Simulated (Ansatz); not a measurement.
# HfN: pressure against volume

How stiff is HfN, and at what volume does the pressure vanish? The cell is scaled evenly, atoms carried along, and solved with LAPW, PAW and all-electron datasets made for the crystal.

Computed with Ansatz 0.2.0 (DFT PBE, scalar-relativistic, unless a step's input says otherwise).

### Step 1. Starting point

The structure is cubic, space group Fm-3m (No. 225). The conventional cell has a = 4.518 Å, b = 4.518 Å, c = 4.518 Å, α = 90.00°, β = 90.00°, γ = 90.00°. Hf (site symmetry m-3m) is surrounded by 6 N at 2.26 Å. Around N (site symmetry m-3m) lie 6 Hf at 2.26 Å.

Coordinates:

```
Hf N
1.0
     0.00000    2.25900    2.25900
     2.25900    0.00000    2.25900
     2.25900    2.25900    0.00000
Hf N
1 1
Direct
  0.00000 0.00000 0.00000
  0.50000 0.50000 0.50000
```

The cell comes from a crystallographic database entry that wasn't checked; take it as a given geometry, which may be far from equilibrium.

Atoms are numbered in the order of the input: Hf1, N2.

### Step 2. Volume × 0.96, LAPW

File input.yaml:

```yaml
crystal:
  lattice:
    - [0.0, 2.2284692304, 2.2284692304]
    - [2.2284692304, 0.0, 2.2284692304]
    - [2.2284692304, 2.2284692304, 0.0]
  atoms:
    - { symbol: Hf, position: [0.0, 0.0, 0.0] }
    - { symbol: "N", position: [0.5, 0.5, 0.5] }
kpoints:
  mp_grid: { grid: [10, 10, 10] }
scf:
  occupations: { method: fermi_dirac, width: 0.03 }
hamiltonian:
  xc: pbe
  pseudopotentials: { kind: all_electron, lapw: { basis_error: 0.001 } }
output:
  forces: true
  stress: true
  eigenvalues: true
```

### Step 3. Volume × 0.96, PAW

Edit input.yaml of step 2 so:

```diff
@@ -14,3 +14,3 @@
   xc: pbe
-  pseudopotentials: { kind: all_electron, lapw: { basis_error: 0.001 } }
+  pseudopotentials: { kind: paw }
 output:
@@ -19 +19,2 @@
   eigenvalues: true
+  efg: { contact_densities: true }
```

### Step 4. Volume × 0.96, crystal datasets

Edit input.yaml of step 3 so:

```diff
@@ -14,3 +14,3 @@
   xc: pbe
-  pseudopotentials: { kind: paw }
+  pseudopotentials: { kind: all_electron, datasets: crystal }
 output:
```

### Step 5. Volume × 0.98, LAPW

File input.yaml:

```yaml
crystal:
  lattice:
    - [0.0, 2.2438384694, 2.2438384694]
    - [2.2438384694, 0.0, 2.2438384694]
    - [2.2438384694, 2.2438384694, 0.0]
  atoms:
    - { symbol: Hf, position: [0.0, 0.0, 0.0] }
    - { symbol: "N", position: [0.5, 0.5, 0.5] }
kpoints:
  mp_grid: { grid: [10, 10, 10] }
scf:
  occupations: { method: fermi_dirac, width: 0.03 }
hamiltonian:
  xc: pbe
  pseudopotentials: { kind: all_electron, lapw: { basis_error: 0.001 } }
output:
  forces: true
  stress: true
  eigenvalues: true
```

### Step 6. Volume × 0.98, PAW

Edit input.yaml of step 5 so:

```diff
@@ -14,3 +14,3 @@
   xc: pbe
-  pseudopotentials: { kind: all_electron, lapw: { basis_error: 0.001 } }
+  pseudopotentials: { kind: paw }
 output:
@@ -19 +19,2 @@
   eigenvalues: true
+  efg: { contact_densities: true }
```

### Step 7. Volume × 1.02, LAPW

File input.yaml:

```yaml
crystal:
  lattice:
    - [0.0, 2.2739607009, 2.2739607009]
    - [2.2739607009, 0.0, 2.2739607009]
    - [2.2739607009, 2.2739607009, 0.0]
  atoms:
    - { symbol: Hf, position: [0.0, 0.0, 0.0] }
    - { symbol: "N", position: [0.5, 0.5, 0.5] }
kpoints:
  mp_grid: { grid: [10, 10, 10] }
scf:
  occupations: { method: fermi_dirac, width: 0.03 }
hamiltonian:
  xc: pbe
  pseudopotentials: { kind: all_electron, lapw: { basis_error: 0.001 } }
output:
  forces: true
  stress: true
  eigenvalues: true
```

### Step 8. Volume × 1.02, PAW

Edit input.yaml of step 7 so:

```diff
@@ -14,3 +14,3 @@
   xc: pbe
-  pseudopotentials: { kind: all_electron, lapw: { basis_error: 0.001 } }
+  pseudopotentials: { kind: paw }
 output:
@@ -19 +19,2 @@
   eigenvalues: true
+  efg: { contact_densities: true }
```

### Step 9. Volume × 1.04, LAPW

File input.yaml:

```yaml
crystal:
  lattice:
    - [0.0, 2.2887270932, 2.2887270932]
    - [2.2887270932, 0.0, 2.2887270932]
    - [2.2887270932, 2.2887270932, 0.0]
  atoms:
    - { symbol: Hf, position: [0.0, 0.0, 0.0] }
    - { symbol: "N", position: [0.5, 0.5, 0.5] }
kpoints:
  mp_grid: { grid: [10, 10, 10] }
scf:
  occupations: { method: fermi_dirac, width: 0.03 }
hamiltonian:
  xc: pbe
  pseudopotentials: { kind: all_electron, lapw: { basis_error: 0.001 } }
output:
  forces: true
  stress: true
  eigenvalues: true
```

### Step 10. Volume × 1.04, PAW

Edit input.yaml of step 9 so:

```diff
@@ -14,3 +14,3 @@
   xc: pbe
-  pseudopotentials: { kind: all_electron, lapw: { basis_error: 0.001 } }
+  pseudopotentials: { kind: paw }
 output:
@@ -19 +19,2 @@
   eigenvalues: true
+  efg: { contact_densities: true }
```

### Step 11. Volume × 1.04, crystal datasets

Edit input.yaml of step 10 so:

```diff
@@ -14,3 +14,3 @@
   xc: pbe
-  pseudopotentials: { kind: paw }
+  pseudopotentials: { kind: all_electron, datasets: crystal }
 output:
```

(Steps that only read results are left out.)

Before running it: what results should come out? Wanted: equilibrium volume; bulk modulus (for each run or level that gives them).

**Answer**, as computed:

| quantity | value |
| --- | --- |
| equilibrium volume (LAPW) | 11.761 Å³/atom |
| bulk modulus (LAPW) | 263 GPa |
| its pressure derivative (LAPW) | 4.3 |
| equilibrium volume (PAW) | 11.759 Å³/atom |
| bulk modulus (PAW) | 263 GPa |
| its pressure derivative (PAW) | 4.2 |

By LAPW, the pressure vanishes at 11.76 Å³/atom (+2.0 % from the starting cell) and the bulk modulus there is 263 GPa (Birch-Murnaghan, third order). PAW's volume lies -0.02 % and its modulus less than 0.1 % from LAPW's. No thermal or zero-point expansion is included. Spin-orbit coupling is left out, though the cell holds Hf; in elements this heavy it can shift bands and gaps by tenths of an eV. HfN has an odd count of electrons, so a run without spin can force a false metal and spoil its energy.
